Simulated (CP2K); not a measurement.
A run of CP2K 2026.2 is set up as follows.

File mose2_bands.inp:

```
&GLOBAL
  PROJECT mose2_bands
  RUN_TYPE ENERGY_FORCE
  PRINT_LEVEL LOW
&END GLOBAL
&FORCE_EVAL
  METHOD QS
  STRESS_TENSOR ANALYTICAL
  &DFT
    BASIS_SET_FILE_NAME BASIS_MOLOPT_UZH
    POTENTIAL_FILE_NAME POTENTIAL_UZH
    &MGRID
      CUTOFF 450
      REL_CUTOFF 60
      NGRIDS 4
    &END MGRID
    &QS
      METHOD GPW
      EPS_DEFAULT 1.0E-9
    &END QS
    &KPOINTS
      SCHEME MONKHORST-PACK 9 9 2
      GAMMA_CENTERED T
      SYMMETRY T
      SYMMETRY_BACKEND SPGLIB
    &END KPOINTS
    &SCF
      SCF_GUESS ATOMIC
      EPS_SCF 1.0E-6
      MAX_SCF 100
      ADDED_MOS 24
      CHOLESKY OFF
      EPS_EIGVAL 1.0E-7
      &DIAGONALIZATION ON
        ALGORITHM STANDARD
      &END DIAGONALIZATION
      &MIXING ON
        METHOD BROYDEN_MIXING
        ALPHA 0.4
        BETA 1.5
        NBUFFER 8
      &END MIXING
      &SMEAR ON
        METHOD FERMI_DIRAC
        ELECTRONIC_TEMPERATURE [K] 580.226
      &END SMEAR
    &END SCF
    &XC
      &XC_FUNCTIONAL
        &GGA_X_PBE
        &END GGA_X_PBE
        &GGA_C_PBE
        &END GGA_C_PBE
      &END XC_FUNCTIONAL
    &END XC
    &PRINT
      &KPOINTS ON
      &END KPOINTS
      &MULLIKEN ON
      &END MULLIKEN
      &MO ON
        ENERGIES T
        OCCUPATION_NUMBERS T
        &EACH
          QS_SCF 0
        &END EACH
        ADD_LAST NUMERIC
      &END MO
      &LOWDIN ON
      &END LOWDIN
      &HIRSHFELD ON
        SHAPE_FUNCTION DENSITY
      &END HIRSHFELD
      &BAND_STRUCTURE
        FILE_NAME bands.bs
        ADDED_MOS 2
        &KPOINT_SET
          UNITS B_VECTOR
          NPOINTS 10
          SPECIAL_POINT GAMMA 0.00000000 0.00000000 0.00000000
          SPECIAL_POINT M 0.50000000 0.00000000 0.00000000
          SPECIAL_POINT K 0.33333333 0.33333333 0.00000000
          SPECIAL_POINT GAMMA 0.00000000 0.00000000 0.00000000
          SPECIAL_POINT A 0.00000000 0.00000000 0.50000000
          SPECIAL_POINT L 0.50000000 0.00000000 0.50000000
          SPECIAL_POINT H 0.33333333 0.33333333 0.50000000
          SPECIAL_POINT A 0.00000000 0.00000000 0.50000000
        &END KPOINT_SET
        &KPOINT_SET
          UNITS B_VECTOR
          NPOINTS 10
          SPECIAL_POINT L 0.50000000 0.00000000 0.50000000
          SPECIAL_POINT M 0.50000000 0.00000000 0.00000000
        &END KPOINT_SET
        &KPOINT_SET
          UNITS B_VECTOR
          NPOINTS 10
          SPECIAL_POINT K 0.33333333 0.33333333 0.00000000
          SPECIAL_POINT H 0.33333333 0.33333333 0.50000000
        &END KPOINT_SET
      &END BAND_STRUCTURE
    &END PRINT
  &END DFT
  &SUBSYS
    &CELL
      A 3.2880000000 0.0000000000 0.0000000000
      B -1.6440000000 2.8474915276 0.0000000000
      C 0.0000000000 0.0000000000 12.9000000000
      PERIODIC XYZ
    &END CELL
    &COORD
      Mo  1.6440000002 0.9491638424 9.6750000000
      Mo  -0.0000000002 1.8983276852 3.2250000000
      Se  1.6440000002 0.9491638424 4.8375000000
      Se  -0.0000000002 1.8983276852 11.2875000000
      Se  1.6440000002 0.9491638424 1.6125000000
      Se  -0.0000000002 1.8983276852 8.0625000000
    &END COORD
    &KIND Mo
      BASIS_SET TZVP-MOLOPT-PBE-GTH-q14
      POTENTIAL GTH-PBE-q14
    &END KIND
    &KIND Se
      BASIS_SET TZVP-MOLOPT-PBE-GTH-q6
      POTENTIAL GTH-PBE-q6
    &END KIND
    &PRINT
      &ATOMIC_COORDINATES ON
      &END ATOMIC_COORDINATES
      &CELL ON
      &END CELL
    &END PRINT
  &END SUBSYS
  &PRINT
    &FORCES ON
    &END FORCES
    &STRESS_TENSOR ON
    &END STRESS_TENSOR
  &END PRINT
&END FORCE_EVAL
```

Potentials or basis: POTENTIAL_UZH Mo GTH-PBE-q14, Se GTH-PBE-q6; TZVP-MOLOPT-PBE-GTH basis.

The run is started by

```console
$ OMP_NUM_THREADS=1 mpirun -n 2 cp2k.psmp -i mose2_bands.inp -o mose2_bands.out
```

**Question.** Predict the Mulliken charges.

**Answer.** Mo -0.59; Se +0.29 e.

**Question.** Predict the largest force.

**Answer.** 1.320 eV/Å.

**Question.** Predict the pressure.

**Answer.** 9.9 GPa.

**Question.** What does it give for the band gap along the path?

**Answer.** 0.89 eV, indirect (least direct gap 1.39 eV).

Forces on the atoms (eV/Å):
```
Mo   0.000  0.000  0.000
Mo   0.000  0.000  0.000
Se   0.000  0.000  1.320
Se   0.000  0.000  1.320
Se   0.000  0.000 -1.320
Se   0.000  0.000 -1.320
```

Caveat: the cell's inner coordinates are idealised or old, which leaves forces on the atoms; this functional lacks dispersion, which binds the layers, so the pressure and a relaxed spacing across them are unreliable; the basis of atomic orbitals isn't converged, which shifts pressures, moduli and gaps.
